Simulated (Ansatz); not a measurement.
Crystal: SiC (Moissanite 6H).

```
CELL_PARAMETERS angstrom
3.09500 0.00000 0.00000
-1.54750 2.68035 0.00000
0.00000 0.00000 15.17000
ATOMIC_POSITIONS crystal
Si 0.66667 0.33333 0.45830
Si 0.33333 0.66667 0.95830
Si 0.66667 0.33333 0.79170
Si 0.33333 0.66667 0.29170
Si 0.00000 0.00000 0.62500
Si 0.00000 0.00000 0.12500
C 0.66667 0.33333 0.33330
C 0.33333 0.66667 0.83330
C 0.66667 0.33333 0.66670
C 0.33333 0.66667 0.16670
C 0.00000 0.00000 0.50000
C 0.00000 0.00000 0.00000
```

* Program: Ansatz 0.2.0
* Task: relaxation of cell and atoms
* Functional: BLYP
* Dispersion: D3(BJ)
* Potentials or basis: Ansatz PAW
* Cutoff: 420 eV (not typed: the program's choice for these potentials)
* k mesh: 10 × 10 × 2
* Occupations: fermi-dirac, width 0.05 eV
* Spin: no spin polarisation

At the start: volume 10.49 Å³/atom.

Q: Where does the relaxation end?

A: It ends after 8 steps and the volume is 10.24 Å³/atom (-2.4 %); space group P6_3mc (No. 186, to 0.05 Å).

Step by step:
| step | energy change (eV) | largest force (eV/Å) | volume (Å³) |
| --- | --- | --- | --- |
| 1 | 0.0000 | 0.1417 | 125.85 |
| 2 | -0.0404 | 0.0769 | 124.28 |
| 3 | -0.0539 | 0.0149 | 122.83 |
| 4 | -0.0540 | 0.0079 | 122.91 |
| 5 | -0.0540 | 0.0003 | 122.91 |
| 6 | -0.0479 | 0.0002 | 122.91 |
| 7 | -0.0480 | 0.0001 | 122.87 |
| 8 | -0.0479 | 0.0001 | 122.87 |

Final structure:
```
Si C
1.0
     3.06901    0.00000    0.00000
    -1.53450    2.65784    0.00000
     0.00000    0.00000   15.06305
Si C
6 6
Direct
  0.66667 0.33333 0.45827
  0.33333 0.66667 0.95827
  0.66667 0.33333 0.79181
  0.33333 0.66667 0.29181
  0.00000 0.00000 0.62505
  0.00000 0.00000 0.12505
  0.66667 0.33333 0.33331
  0.33333 0.66667 0.83331
  0.66667 0.33333 0.66686
  0.33333 0.66667 0.16686
  0.00000 0.00000 0.49970
  0.00000 0.00000 0.99970
```

Caveat: the plane-wave basis is chosen anew once the cell has moved, so the energies of steps on either side of that aren't comparable; the pressure holds a Pulay correction of +0.4 GPa for the finite cutoff; the PAW data sets come from PBE, with cores solved anew for the run's functional, which leaves a small shift of forces and pressure.
